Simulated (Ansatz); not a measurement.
Te, DFT, LDA, all-electron LAPW, scalar-relativistic (Ansatz 0.2.0), run on 1 thread of Arm Neoverse V2 on a shared host.

The cell comes from COD entry 1533530, which wasn't checked; take it as a given geometry. The listed cell was then made from it by scaling, straining or moving an atom.

Command: `ansatz run input.yaml --threads 1 --pin off --max-ram 6144MiB --backend cpu --events-out ev --progress --plain --runs-dir out`

```yaml
crystal:
  lattice:
    - [4.361123, -2.442336, 0.0]
    - [4.361123, 2.442336, 0.0]
    - [-0.1343635, 0.0, 3.95735]
  atoms:
    - { symbol: Te, position: [0.676, 0.676, 0.675] }
    - { symbol: Te, position: [0.324, 0.324, 0.325] }
    - { symbol: Te, position: [0.0, 0.0, 0.0] }
kpoints:
  mp_grid: { grid: [8, 8, 8] }
  band_path:
    path:
      - [0.0, 0.0, 0.0]
      - [-0.328497265, 0.328497265, 0.0]
      - [-0.671502735, -0.328497265, 0.0]
      - [-0.5, -0.5, 0.0]
      - [0.0, 0.0, 0.0]
      - [-0.5, -0.5, 0.5]
      - [-0.677370259, -0.322629741, 0.5]
      - [-0.322629741, 0.322629741, 0.5]
      - [0.0, 0.0, 0.5]
    npoints: 5
scf:
  occupations: { method: fermi_dirac, width: 0.05 }
hamiltonian:
  xc: lda
  pseudopotentials: { kind: all_electron, lapw: { basis_error: 0.001 } }
output:
  forces: true
  stress: true
  eigenvalues: true
```

Question: How large is the problem that the program sets up?

Answer: 150 irreducible k-points, 521 plane waves at Γ, 44 bands.

Question: About how long does it take, and how much memory does it use?

Answer: 81 s of wall time for 9 SCF iterations, with a peak of 0.73 GiB. Times on shared machines scatter by tens of per cent.
